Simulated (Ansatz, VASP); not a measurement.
Two plane-wave programs on Pb

```xyz
1
Lattice="0.0000 2.5176 2.5176 2.5176 0.0000 2.5176 2.5176 2.5176 0.0000" Properties=species:S:1:pos:R:3 pbc="T T T"
Pb    0.0000    0.0000    0.0000
```

Alike in both runs: task single point; functional PBE; k mesh 3 × 3 × 3; occupations fermi-dirac, width 0.1 eV; no spin polarisation.

|  | VASP | Ansatz |
| --- | --- | --- |
| version | VASP 6.6.1 | Ansatz 0.2.0 |
| potentials or method | VASP PAW PBE potentials, release 64 (Pb_d) | plane waves (420 eV) with PAW, scalar-relativistic |
| plane-wave cutoff (eV) | 520 | 420 |
| valence electrons in the cell | 14 | 14 |

```tsv
	VASP	Ansatz	Ansatz less VASP
pressure (GPa)	-0.6	-0.6	+0.04
```

With one functional, cell and mesh, what is left measures potentials, basis and numerics.

Caveats: the k mesh is coarse (spacing up to 0.72 Å⁻¹), so the values aren't converged. The runs have no spin-orbit coupling, so splittings on Pb are missing.
